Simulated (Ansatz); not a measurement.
Crystal: CuO.

```xyz
4
Lattice="3.2880 0.0000 0.0000 -1.6440 2.8475 0.0000 0.0000 0.0000 5.3850" Properties=species:S:1:pos:R:3 pbc="T T T"
Cu    1.6440    0.9492    0.0000
Cu    0.0000    1.8983    2.6925
O     1.6440    0.9492    3.3667
O     0.0000    1.8983    0.6742
```

Measurements of this composition are mostly on another form, of space group No. 15.

Base run:

- Program: Ansatz 0.2.0
- Functional: PBE
- Potentials or basis: Ansatz PAW
- Cutoff: 420 eV (not typed: the program's choice for these potentials)
- k mesh: 9 × 9 × 5
- Occupations: fermi-dirac, width 0.05 eV
- Spin: no spin polarisation
- Hubbard terms: Cu d U = 2 eV

Its results: band gap on the k mesh none (metal or under the smearing width); pressure -8.2 GPa; largest force 0.072 eV/Å.

The run is repeated on the same cell with these changes: hubbard terms from Cu d U = 2 eV to none; hubbard projectors from ortho-atomic (the default) to none. What comes out?

Band gap on the k mesh none (metal or under the smearing width); pressure -9.1 GPa; largest force 0.074 eV/Å.

Caveats: the run has no spin polarisation, though such a crystal can be magnetic; U without spin polarisation on a metal has little footing (some runs); semilocal functionals often make such compounds metallic where correlation or magnetic order opens a gap, which also shifts bond lengths (some runs).
